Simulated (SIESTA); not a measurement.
Crystal: AlN.

```
CELL_PARAMETERS angstrom
3.11300 0.00000 0.00000
-1.55650 2.69594 0.00000
0.00000 0.00000 4.98100
ATOMIC_POSITIONS crystal
Al 0.66667 0.33333 0.50000
Al 0.33333 0.66667 0.00000
N 0.66667 0.33333 0.88000
N 0.33333 0.66667 0.38000
```

Base run:

| Item | Value |
| --- | --- |
| Program | SIESTA 5.4.2 |
| Functional | BLYP |
| Potentials or basis | PseudoDojo 0.4 standard (PBE files) |
| Basis | DZP (energy shift 0.003 Ry) |
| Grid cutoff | 800 Ry |
| Energy shift | 0.003 Ry |
| k mesh | 10 × 10 × 6 |
| Occupations | fermi-dirac, width 0.05 eV |
| Spin | no spin polarisation |

Its results: band gap on the k mesh 4.66 eV, direct; pressure 9.7 GPa; largest force 0.123 eV/Å.

Question: The run is repeated on the same cell with these changes: functional from BLYP to AM05; potentials or basis from PseudoDojo 0.4 standard (PBE files) to PseudoDojo 0.4 standard (PBEsol files). What comes out?

Answer: Band gap on the k mesh 4.29 eV, direct; pressure 1.7 GPa; largest force 0.135 eV/Å.

Caveats: the potentials were made for another functional, which shifts forces and pressure; the basis of atomic orbitals isn't converged, which shifts pressures, moduli and gaps.
